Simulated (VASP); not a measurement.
# V (P6_3/mmc) in VASP: further runs

The runs below take V through single point, with PBEsol.

Everything below comes from runs of VASP 6.6.1. Logs are shortened: lines on timing, memory, paths and dates and some standing lists are left out, and cuts for length are marked.

## Step 1: The cell of the first run

The structure is hexagonal, space group P6_3/mmc (No. 194). The conventional cell has a = 2.535 Å, b = 2.535 Å, c = 4.642 Å, α = 90.00°, β = 90.00°, γ = 120.00°. V (site symmetry -6m2) has 12 V at 2.54 to 2.74 Å as nearest neighbours.

This isn't the form of V at room conditions, which is bcc.

## Step 2: Single point, PBEsol (strain -0.015 along x and y, +0.000 along z, atoms carried along)

Contents of INCAR:

```
SYSTEM = V
  PREC = Accurate
  ENCUT = 520
  EDIFF = 1E-6
  ISMEAR = 0
  SIGMA = 0.15
  LREAL = .FALSE.
  LASPH = .TRUE.
  NELM = 100
  ALGO = Fast
  ISIF = 2
  LWAVE = .FALSE.
  LCHARG = .TRUE.
  GGA = PS
  LELF = .TRUE.
  LVHAR = .TRUE.
  NBANDS = 20
```

Contents of KPOINTS:

```
regular mesh
0
G
  27 27 14
  0 0 0
```

Contents of POSCAR:

```
V
1.0
    2.5351808882      0.0000000000      0.0000000000
   -1.2675904441      2.1955310524      0.0000000000
    0.0000000000      0.0000000000      4.6421385966
V
2
Direct
    0.6666666667      0.3333333333      0.7500000000
    0.3333333333      0.6666666667      0.2500000000
```

Potentials or basis: VASP PAW PBE potentials, release 64 (V_sv).

Command:

```sh
cat potpaw_PBE.64/V_sv/POTCAR > POTCAR
mpirun -np 1 vasp_std > vasp.out
```

OUTCAR:

```text
SYSTEM = V
   PREC = Accurate
   ENCUT = 520
   EDIFF = 1E-6
   ISMEAR = 0
   LREAL = .FALSE.
   LASPH = .TRUE.
   NELM = 100
   ISIF = 2
   GGA = PS

 ion  position               nearest neighbor table
   1  0.667  0.333  0.750-   2 2.74   2 2.74   2 2.74   2 2.74   2 2.74   2 2.74
   2  0.333  0.667  0.250-   1 2.74   1 2.74   1 2.74   1 2.74   1 2.74   1 2.74

  LATTYP: Found a hexagonal cell.
 ALAT       =     2.5351808882
 C/A-ratio  =     1.8310877217

  Lattice vectors:

 A1 = (   2.5351808882,   0.0000000000,   0.0000000000)
 A2 = (  -1.2675904441,   2.1955310524,   0.0000000000)
 A3 = (   0.0000000000,   0.0000000000,   4.6421385966)

Analysis of symmetry for initial positions (statically):
=====================================================================
 Subroutine PRICEL returns:
 Original cell was already a primitive cell.

 Routine SETGRP: Setting up the symmetry group for a
 hexagonal supercell.

 Subroutine GETGRP returns: Found 24 space group operations
 (whereof 12 operations were pure point group operations)
 out of a pool of 24 trial point group operations.

The static configuration has the point symmetry D_3d.
 The point group associated with its full space group is D_6h.

Analysis of symmetry for dynamics (positions and initial velocities):
=====================================================================
 Subroutine PRICEL returns:
 Original cell was already a primitive cell.

 Routine SETGRP: Setting up the symmetry group for a
 hexagonal supercell.

 Subroutine GETGRP returns: Found 24 space group operations
 (whereof 12 operations were pure point group operations)
 out of a pool of 24 trial point group operations.

The dynamic configuration has the point symmetry D_3d.
 The point group associated with its full space group is D_6h.

 Subroutine INISYM returns: Found 24 space group operations
 (whereof 12 operations are pure point group operations),
 and found     1 'primitive' translations

----------------------------------------------------------------------------------------

                                     Primitive cell

  volume of cell :      25.8385

  direct lattice vectors                    reciprocal lattice vectors
     2.535180888  0.000000000  0.000000000     0.394449171  0.227735335  0.000000000
    -1.267590444  2.195531052  0.000000000     0.000000000  0.455470670  0.000000000
     0.000000000  0.000000000  4.642138597     0.000000000  0.000000000  0.215417954

  length of vectors
     2.535180888  2.535180888  4.642138597     0.455470670  0.455470670  0.215417954

  position of ions in fractional coordinates (direct lattice)
     0.666666667  0.333333333  0.750000000
     0.333333333  0.666666667  0.250000000

  ion indices of the primitive-cell ions
   primitive index   ion index
                 1           1
                 2           2

----------------------------------------------------------------------------------------

 KPOINTS: regular mesh

Automatic generation of k-mesh.
 Grid dimensions read from file:
 generate k-points for:   27   27   14

 Generating k-lattice:

  Cartesian coordinates                     Fractional coordinates (reciprocal lattice)
     0.014609229  0.008434642  0.000000000     0.037037037  0.000000000  0.000000000
     0.000000000  0.016869284  0.000000000     0.000000000  0.037037037  0.000000000
     0.000000000  0.000000000  0.015386997     0.000000000  0.000000000  0.071428571

  Length of vectors
     0.016869284  0.016869284  0.015386997

  Shift w.r.t. Gamma in fractional coordinates (k-lattice)
     0.000000000  0.000000000  0.000000000

 Subroutine IBZKPT returns following result:
 ===========================================

 Found    600 irreducible k-points:

 Following reciprocal coordinates:
            Coordinates               Weight
  0.000000  0.000000  0.000000      1.000000
  0.037037  0.000000  0.000000      6.000000
  0.074074  0.000000  0.000000      6.000000
  0.111111  0.000000  0.000000      6.000000
  0.148148  0.000000  0.000000      6.000000
  0.185185  0.000000  0.000000      6.000000
[... 16 lines left out ...]
  0.333333  0.037037  0.000000     12.000000
  0.370370  0.037037  0.000000     12.000000
 [... further k-points ...]
   k-points           NKPTS =    600   k-points in BZ     NKDIM =    600   number of bands    NBANDS=     20
   number of dos      NEDOS =    301   number of ions     NIONS =      2
   total plane-waves  NPLWV =  14400
   dimension x,y,z NGX =    20 NGY =   20 NGZ =   36
   dimension x,y,z NGXF=    40 NGYF=   40 NGZF=   72
   ions per type =               2
   NGX,Y,Z   is equivalent  to a cutoff of  13.12, 13.12, 12.89 a.u.
   NGXF,Y,Z  is equivalent  to a cutoff of  26.23, 26.23, 25.78 a.u.
 SYSTEM =  V
   PREC   = accura    normal or accurate (medium, high low for compatibility)
   ISTART =      0    job   : 0-new  1-cont  2-samecut
   ICHARG =      2    charge: 1-file 2-atom 10-const
   ISPIN  =      1    spin polarized calculation?
   LNONCOLLINEAR =      F non collinear calculations
   LSORBIT =      F    spin-orbit coupling
   LASPH  =      T    aspherical Exc in radial PAW
   ENCUT  =  520.0 eV  38.22 Ry    6.18 a.u.   4.71  4.71  8.63*2*pi/ulx,y,z
   NELM   =    100;   NELMIN=  2; NELMDL= -5     # of ELM steps
   EDIFF  = 0.1E-05   stopping-criterion for ELM
   LREAL  =      F    real-space projection
   EDIFFG = 0.1E-04   stopping-criterion for IOM
   NSW    =      0    number of steps for IOM
   IBRION =     -1    ionic relax: 0-MD 1-quasi-New 2-CG
   NFREE  =      0    steps in history (QN), initial steepest desc. (CG)
   ISIF   =      2    stress and relaxation
   ISYM   =      2    0-nonsym 1-usesym 2-fastsym
   POTIM  = 0.5000    time-step for ionic-motion
   TEBEG  =    0.0;   TEEND  =   0.0 temperature during run
   PSTRESS=    0.0 pullay stress
   NELECT =      26.0000    total number of electrons
   NUPDOWN=      -1.0000    fix difference up-down
   EMIN   =  10.00;   EMAX   =-10.00  energy-range for DOS
   EFERMI =   0.00;   METHOD = LEGACY
   ISMEAR =     0;   SIGMA  =   0.15  broadening in eV -4-tet -1-fermi 0-gaus
   EFERMI_NEDOS =   21; number of points for ismear=-14 and -15
   IALGO  =     68    algorithm
   IMIX   =      4    mixing-type and parameters
     AMIX     =   0.40;   BMIX     =  1.00
     AMIX_MAG =   1.60;   BMIX_MAG =  1.00
  volume/ion in A,a.u.               =      12.92        87.18
  Fermi-wavevector in a.u.,A,eV,Ry     =   1.640503  3.100101 36.616687  2.691251
  Thomas-Fermi vector in A             =   2.731130
   LORBIT       =      0    0 simple, 1 ext, 2 COOP (PROOUT), +10 PAW based schemes
   GGA     = PS    functional components
   LHFCALC =     F    Hartree Fock is set to
   AEXX    =    0.0000 exact exchange contribution
   IVDW    =     0    specifies the selected vdW correction
   LEPSILON=     F    determine dielectric tensor
   LRPA    =     F    only Hartree local field effects (RPA)
 non-spin polarized calculation
 RMM-DIIS sequential band-by-band and
 Gauss-broadening in eV      SIGMA  =   0.15
  energy-cutoff  :      520.00
  volume of cell :       25.84
 maximum number of plane-waves:       726
 NGX is ok and might be reduce to    20
   NGX =  9   NGY =  9   NGZ = 17

 number of electron      26.0000002 magnetization

 Free energy of the ion-electron system (eV)
  ---------------------------------------------------
  ext. energy  EPLUGINS =         0.00000000
  ---------------------------------------------------
  free energy    TOTEN  =       -18.73256677 eV

  energy without entropy =      -18.69613074  energy(sigma->0) =      -18.71434875

 E-fermi :  10.4615     XC(G=0): -13.2692

 val. band max:       10.4611566422   @ k =   0.2593   0.1481   0.0714
 cond. band min:      10.4620772039   @ k =   0.0741   0.0741   0.1429
 fundamental gap:      0.0009205617
 Fermi energy:        10.4615165210

 k-point     1 :       0.0000    0.0000    0.0000
  band No.  band energies     occupation
      1     -53.2636      2.00000
      2     -53.1231      2.00000
      3     -27.5390      2.00000
      4     -26.7468      2.00000
      5     -26.5573      2.00000
      6     -26.5573      2.00000
[... 12 lines left out ...]
     19      13.6152      0.00000
     20      13.6152      0.00000

 k-point     2 :       0.0370    0.0000    0.0000
  band No.  band energies     occupation
      1     -53.2602      2.00000
      2     -53.1206      2.00000
      3     -27.5342      2.00000
      4     -26.7469      2.00000
      5     -26.5726      2.00000
      6     -26.5613      2.00000
[... 12 lines left out ...]
     19      13.6228      0.00000
     20      13.7442      0.00000

 k-point     3 :       0.0741    0.0000    0.0000
  band No.  band energies     occupation
      1     -53.2502      2.00000
      2     -53.1131      2.00000
      3     -27.5200      2.00000
      4     -26.7472      2.00000
      5     -26.6177      2.00000
      6     -26.5731      2.00000
[... 12 lines left out ...]
     19      13.6425      0.00000
     20      14.0841      0.00000

 k-point     4 :       0.1111    0.0000    0.0000
  band No.  band energies     occupation
      1     -53.2341      2.00000
      2     -53.1010      2.00000
      3     -27.4968      2.00000
      4     -26.7479      2.00000
      5     -26.6902      2.00000
      6     -26.6238      2.00000
[... 12 lines left out ...]
     19      13.6670      0.00000
     20      14.5600      0.00000

 k-point     5 :       0.1481    0.0000    0.0000
  band No.  band energies     occupation
      1     -53.2125      2.00000
      2     -53.0852      2.00000
      3     -27.4655      2.00000
      4     -26.7860      2.00000
      5     -26.7494      2.00000
      6     -26.7189      2.00000
[... 12 lines left out ...]
     19      13.6898      0.00000
     20      15.1215      0.00000

 k-point     6 :       0.1852    0.0000    0.0000
  band No.  band energies     occupation
      1     -53.1866      2.00000
      2     -53.0664      2.00000
      3     -27.4271      2.00000
      4     -26.8999      2.00000
      5     -26.8303      2.00000
      6     -26.7522      2.00000
[... 12 lines left out ...]
     19      13.7067      0.00000
     20      15.7387      0.00000

 k-point     7 :       0.2222    0.0000    0.0000
  band No.  band energies     occupation
      1     -53.1576      2.00000
      2     -53.0458      2.00000
      3     -27.3831      2.00000
      4     -27.0254      2.00000
      5     -26.9516      2.00000
      6     -26.7568      2.00000
[... 12 lines left out ...]
     19      13.7160      0.00000
     20      16.3930      0.00000
[... 277 lines left out ...]
 k-point    20 :       0.2222    0.0370    0.0000
  band No.  band energies     occupation
      1     -53.1404      2.00000
      2     -53.0339      2.00000
      3     -27.3566      2.00000
      4     -27.0922      2.00000
      5     -27.0199      2.00000
      6     -26.7603      2.00000
[... 12 lines left out ...]
     19      13.6943      0.00000
     20      16.7814      0.00000

 k-point    21 :       0.2593    0.0370    0.0000
  band No.  band energies     occupation
      1     -53.1095      2.00000
      2     -53.0131      2.00000
      3     -27.3074      2.00000
      4     -27.2206      2.00000
      5     -27.1409      2.00000
      6     -26.7685      2.00000
[... 12 lines left out ...]
     19      13.6911      0.00000
     20      17.4667      0.00000

 k-point    22 :       0.2963    0.0370    0.0000
  band No.  band energies     occupation
      1     -53.0791      2.00000
      2     -52.9935      2.00000
      3     -27.3431      2.00000
      4     -27.2569      2.00000
      5     -27.2555      2.00000
      6     -26.7795      2.00000
[... 12 lines left out ...]
     19      13.6833      0.00000
     20      18.1615      0.00000

 k-point    23 :       0.3333    0.0370    0.0000
  band No.  band energies     occupation
      1     -53.0509      2.00000
      2     -52.9765      2.00000
      3     -27.4531      2.00000
      4     -27.3581      2.00000
      5     -27.2073      2.00000
      6     -26.7932      2.00000
[... 12 lines left out ...]
     19      13.8011      0.00000
     20      18.9073      0.00000

 k-point    24 :       0.3704    0.0370    0.0000
  band No.  band energies     occupation
      1     -53.0263      2.00000
      2     -52.9629      2.00000
      3     -27.5450      2.00000
      4     -27.4435      2.00000
      5     -27.1614      2.00000
      6     -26.8137      2.00000
[... 12 lines left out ...]
     19      14.2116      0.00000
     20      18.6580      0.00000

 [... further k-points ...]

------------------------ aborting loop because EDIFF is reached ----------------------------------------

  FORCE on cell =-STRESS in cart. coord.  units (eV):
  Direction    XX          YY          ZZ          XY          YZ          ZX
  --------------------------------------------------------------------------------------
  -------------------------------------------------------------------------------------
  Total        1.1836117      1.1836117      0.6863664      0.0000000      0.0000000      0.0000000
  in kB       73.3927554     73.3927554     42.5598362      0.0000000      0.0000000      0.0000000
  external PRESSURE =      63.1151156 kB  Pullay stress =       0.0000000 kB

 VOLUME and BASIS-vectors are now :
 -----------------------------------------------------------------------------
  energy-cutoff  :      520.00
  volume of cell :       25.84
      direct lattice vectors                 reciprocal lattice vectors
     2.535180888  0.000000000  0.000000000     0.394449171  0.227735335  0.000000000
    -1.267590444  2.195531052  0.000000000     0.000000000  0.455470670  0.000000000
     0.000000000  0.000000000  4.642138597     0.000000000  0.000000000  0.215417954

 POSITION                                       TOTAL-FORCE (eV/Angst)
 -----------------------------------------------------------------------------------
      1.26759      0.73184      3.48160        -0.000000      0.000000      0.000000
     -0.00000      1.46369      1.16053         0.000000     -0.000000      0.000000
 -----------------------------------------------------------------------------------
    total drift:                               -0.000000      0.000000     -0.000000

  FREE ENERGIE OF THE ION-ELECTRON SYSTEM (eV)
  ---------------------------------------------------
  free  energy   TOTEN  =       -18.7325667664 eV

  energy  without entropy=      -18.6961307409  energy(sigma->0) =      -18.71434875
```

It took 1.7 min on 1 thread of Intel Xeon 6975P-C (Granite Rapids), shared host; peak memory 0.34 GiB.

What came out:

- Free energy: -18.7326 eV
- Pressure: 6.3 GPa
- Band gap on the k mesh: none (metal or under the smearing width)

Stress tensor (GPa, compression positive):
```
7.34 0.00 0.00
0.00 7.34 0.00
0.00 0.00 4.26
```

Caveat: the PAW data sets were made with another functional, which shifts forces and pressure a little.

## Step 3: Single point, PBEsol (strain -0.030 along x and y, -0.030 along z, atoms carried along)

Contents of INCAR:

```
PREC     = Accurate       # precision mode
ENCUT    = 520            # plane-wave cutoff, eV
EDIFF    = 1E-6           # SCF threshold, eV
ISMEAR   = 0              # smearing method
SIGMA    = 0.15           # smearing width, eV
LREAL    = False          # projectors in reciprocal space
LASPH    = True           # aspherical terms in the spheres
NELM     = 100            # most SCF steps
ALGO     = Fast           # electronic algorithm
ISIF     = 2              # what is computed and relaxed
LWAVE    = False          # write WAVECAR
LCHARG   = False          # write CHGCAR
GGA      = PS             # functional
NBANDS   = 20             # bands
```

Contents of KPOINTS:

```
regular mesh
0
Gamma
  27 27 14
```

Contents of POSCAR:

```
V
1.0
    2.4965740726      0.0000000000      0.0000000000
   -1.2482870363      2.1620965693      0.0000000000
    0.0000000000      0.0000000000      4.5028744387
V
2
Direct
    0.6666666667      0.3333333333      0.7500000000
    0.3333333333      0.6666666667      0.2500000000
```

Potentials or basis: VASP PAW PBE potentials, release 64 (V_sv).

Command:

```sh
cat potpaw_PBE.64/V_sv/POTCAR > POTCAR
mpirun -np 1 vasp_std > vasp.out
```

Wall time 97 s (1 thread of Intel Xeon 6975P-C (Granite Rapids), shared host); peak memory 0.33 GiB.

The run converged. Its results:

| Item | Value |
| --- | --- |
| Free energy | -18.6083 eV |
| Pressure | 20.8 GPa |
| Band gap on the k mesh | none (metal or under the smearing width) |

Stress tensor (GPa, compression positive):
```
20.65  0.00  0.00
 0.00 20.65  0.00
 0.00  0.00 21.00
```

Levels at points of the mesh, in eV from the Fermi level:
| k point | band 10 | band 11 | band 12 | band 13 | band 14 | band 15 | band 16 | band 17 |
| --- | --- | --- | --- | --- | --- | --- | --- | --- |
| (0.00, 0.00, 0.00) | -3.78 | -0.70 | 0.09 | 0.31 | 0.31 | 0.71 | 0.71 | 2.08 |
| (0.00, 0.00, 0.50) | -5.20 | -1.18 | -1.18 | 0.36 | 0.36 | 0.36 | 0.36 | 2.92 |

Caveat: so large a pressure means that the cell lies far from this level's equilibrium, or that cutoff or potentials fall short; the potentials were made for another functional, which shifts forces and pressure.

## Step 4: Single point, PBEsol (strain -0.030 along x and y, +0.000 along z, atoms carried along)

Contents of INCAR:

```
  ALGO = Fast
  EDIFF = 1E-6
  ENCUT = 520
  GGA = PS
  ISIF = 2
  ISMEAR = 0
  LASPH = True
  LCHARG = False
  LREAL = False
  LWAVE = False
  NBANDS = 20
  NELM = 100
  PREC = Accurate
  SIGMA = 0.15
```

Contents of KPOINTS:

```
k-points
0
Gamma
  27 27 14
```

Changes to POSCAR since step 3:

```diff
@@ -4,3 +4,3 @@
    -1.2482870363      2.1620965693      0.0000000000
-    0.0000000000      0.0000000000      4.5028744387
+    0.0000000000      0.0000000000      4.6421385966
 V
```

Command:

```sh
cat potpaw_PBE.64/V_sv/POTCAR > POTCAR
mpirun -np 1 vasp_std > vasp.out
```

It took 99 s on 1 thread of Intel Xeon 6975P-C (Granite Rapids), shared host; peak memory 0.33 GiB.

The run converged. Its results:

```
Free energy            : -18.6771 eV
Pressure               : 13.2 GPa
Band gap on the k mesh : none (metal or under the smearing width)
```

Stress tensor (GPa, compression positive):
```
15.49  0.00  0.00
 0.00 15.49  0.00
 0.00  0.00  8.53
```

Levels at points of the mesh, in eV from the Fermi level:
| k point | band 11 | band 12 | band 13 | band 14 | band 15 | band 16 |
| --- | --- | --- | --- | --- | --- | --- |
| (0.00, 0.00, 0.00) | -0.89 | -0.28 | 0.36 | 0.36 | 0.68 | 0.68 |
| (0.00, 0.00, 0.50) | -1.30 | -1.30 | 0.41 | 0.41 | 0.41 | 0.41 |

Caveat: the PAW data sets were made with another functional, which shifts forces and pressure a little.

## Step 5: Summary

| cell | gap on the mesh (eV) | pressure (GPa) |
| --- | --- | --- |
| strain -0.015 along x and y, +0.000 along z, atoms carried along | none | 6.3 |
| strain -0.030 along x and y, -0.030 along z, atoms carried along | none | 20.8 |
| strain -0.030 along x and y, +0.000 along z, atoms carried along | none | 13.2 |

Alike in all rows: task single point; level PBEsol; potentials or basis VASP PAW PBE potentials, release 64 (V_sv); no spin polarisation; k mesh 27 × 27 × 14; cutoff (eV) 520; smearing gaussian 0.15 eV.

Caveats: the PAW data sets were made with another functional, which shifts forces and pressure a little (some runs); so large a pressure means that the cell lies far from this level's equilibrium, or that cutoff or potentials fall short (some runs); the potentials were made for another functional, which shifts forces and pressure (some runs).

Total energies depend on the potentials used, so only differences within one code and one set of settings carry meaning.
